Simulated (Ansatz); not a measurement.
Computed with DFT PBE, scalar-relativistic, plane waves, PAW (Ansatz). All cells share a 420 eV cutoff and Γ-centred k meshes spaced at most about 0.3 Å⁻¹ (about 0.25 or finer for metals, 2π included). No spin polarisation.

These are static total energies at zero pressure.

Compare these two cells of Hf5O3, each relaxed at this level.

A.

```cif
data_structure
_symmetry_space_group_name_H-M 'R-3m:H'
_symmetry_Int_Tables_number 166
_cell_length_a 3.2389
_cell_length_b 3.2389
_cell_length_c 38.8461
_cell_angle_alpha 90.000
_cell_angle_beta 90.000
_cell_angle_gamma 120.000
_cell_volume 352.91
loop_
_atom_site_label
_atom_site_type_symbol
_atom_site_symmetry_multiplicity
_atom_site_Wyckoff_symbol
_atom_site_fract_x
_atom_site_fract_y
_atom_site_fract_z
_atom_site_occupancy
Hf1 Hf 6 c 0.00000 0.00000 0.73536 1
Hf2 Hf 3 a 0.00000 0.00000 0.00000 1
Hf3 Hf 6 c 0.00000 0.00000 0.86877 1
O1 O 6 c 0.66667 0.33333 0.70022 1
O2 O 3 b 0.66667 0.33333 0.83333 1
```

B.

```cif
data_structure
_symmetry_space_group_name_H-M 'R-3m:H'
_symmetry_Int_Tables_number 166
_cell_length_a 3.2258
_cell_length_b 3.2258
_cell_length_c 39.3756
_cell_angle_alpha 90.000
_cell_angle_beta 90.000
_cell_angle_gamma 120.000
_cell_volume 354.83
loop_
_atom_site_label
_atom_site_type_symbol
_atom_site_symmetry_multiplicity
_atom_site_Wyckoff_symbol
_atom_site_fract_x
_atom_site_fract_y
_atom_site_fract_z
_atom_site_occupancy
Hf1 Hf 6 c 0.33333 0.66667 0.86846 1
Hf2 Hf 3 a 0.00000 0.00000 0.00000 1
Hf3 Hf 6 c 0.66667 0.33333 0.93191 1
O1 O 3 b 0.66667 0.33333 0.83333 1
O2 O 6 c 0.00000 0.00000 0.69722 1
```

Question: Which form is favoured at zero pressure, and by what margin per atom?

Answer: A is lower, by 72 meV/atom. A has space group R-3m (No. 166), 14.7 Å³/atom and no gap on its mesh; B has space group R-3m (No. 166), 14.8 Å³/atom and no gap. In A, Hf on a site of symmetry 3m has 3 O at 2.32 Å and 12 Hf at 3.07–3.26 Å; Hf on a site of symmetry -3m is surrounded by 6 O at 2.28 Å; O on a site of symmetry 3m is surrounded by 6 Hf at 2.28–2.32 Å; 2 more sites not described. In B, Hf on a site of symmetry 3m has 3 O at 2.32 Å and 9 Hf at 3.12–3.23 Å; around Hf on a site of symmetry -3m lie 6 O at 2.22 Å; O on a site of symmetry -3m has 6 Hf at 2.32 Å; 2 more sites not described. Both come from invented guesses. The lowest form computed isn't among them: it has space group C2/m (No. 12), 14.7 Å³/atom and lies 12 meV/atom below the best shown.

These runs have no spin–orbit coupling, which can matter for Hf. Cells relaxed within their symmetry can be saddle points. Some candidate types were left out of the draw beforehand, so a known form may be missing.

The preference for A by 72 meV/atom comes mainly from how the metal layers are stacked. Both cells place oxygen in octahedral holes between close-packed Hf layers, with the same sequence of three filled and two empty interlayers per five metal layers. B stacks the metal as in fcc, making it an oxygen-deficient rocksalt, whereas A is mostly hcp-like, as in hafnium metal and its known suboxides. A's only cubic-type layer lies between two adjacent filled interlayers, where it avoids the face-sharing octahedra, and close O–O contacts, that hcp stacking would impose.

Oxygen takes up only part of the Hf valence electrons. The remainder occupy mainly Hf 5d states, consistent with the missing gap, and bind the metal layers across the empty interlayers. This d-band bonding probably favours hexagonal stacking, as it does in the group 4 metals. The ordering of the two cells doesn't show that Hf5O3 is stable against separation into oxygen-saturated hafnium and HfO2.
